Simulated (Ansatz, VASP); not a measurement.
# Two plane-wave programs on NaF

POSCAR

```
NaF
1.0
    2.7934851994      0.0000000000      0.0000000000
    0.0000000000      2.7934851994      0.0000000000
    0.0000000000      0.0000000000      2.7934851994
Na F
1 1
Direct
    0.0000000000      0.0000000000      0.0000000000
    0.5000000000      0.5000000000      0.5000000000
```

File INCAR.step1:

```
SYSTEM = NaF
  PREC = Accurate
  ENCUT = 520
  ISMEAR = 0
  SIGMA = 0.01
  LREAL = .FALSE.
  LASPH = .TRUE.
  NELM = 100
  NBANDS = 14
  GGA = PE
  ALGO = Normal
  EDIFF = 1E-4
  LWAVE = .TRUE.
  LCHARG = .FALSE.
```

Contents of INCAR.step2:

```
SYSTEM = NaF
  PREC = Accurate
  ENCUT = 520
  EDIFF = 1E-6
  ISMEAR = 0
  SIGMA = 0.01
  LREAL = .FALSE.
  LASPH = .TRUE.
  NELM = 100
  ALGO = Normal
  ISIF = 2
  LWAVE = .FALSE.
  LCHARG = .FALSE.
  METAGGA = R2SCAN
  LMIXTAU = .TRUE.
  NBANDS = 14
  ISTART = 1
```

KPOINTS

```
Automatic mesh
0
G
  6 6 6
  0 0 0
```

Input for Ansatz:

```yaml
crystal:
  lattice:
    - [2.7934851994, 0.0, 0.0]
    - [0.0, 2.7934851994, 0.0]
    - [0.0, 0.0, 2.7934851994]
  atoms:
    - { symbol: Na, position: [0.0, 0.0, 0.0] }
    - { symbol: F, position: [0.5, 0.5, 0.5] }
kpoints:
  mp_grid: { grid: [6, 6, 6] }
hamiltonian:
  xc: r2scan
scf:
  occupations: { method: fixed }
output:
  optics:
    e_range: [2, 15]
    de: 0.1
    sigma: 0.15
    scissors: 1.5
    scheme: fermi_dirac
    bands: { spectra_wanted_up_to: 15 }
```

Alike in both runs: task single point; functional r2SCAN; k mesh 6 × 6 × 6; no spin polarisation.

```csv
,VASP,Ansatz
version,VASP 6.6.1,Ansatz 0.2.0
potentials or method,"VASP PAW PBE potentials, release 64 (Na_pv, F)","plane waves, PAW"
plane-wave cutoff (eV),520,500
occupations,"gaussian, width 0.01 eV",fixed
valence electrons in the cell,14,16
```

|  | VASP | Ansatz | Ansatz less VASP |
| --- | --- | --- | --- |
| gap on the k mesh at the Fermi level (eV) | 7.12 | 7.06 | -0.058 |

The two sets of potentials don't hold the same shells in valence.

Caveats: the PAW data sets were made with another functional, which shifts forces and pressure a little (VASP). r2SCAN opens gaps a little over a GGA but as a rule still falls short of measured ones. A k mesh can miss the band edges.
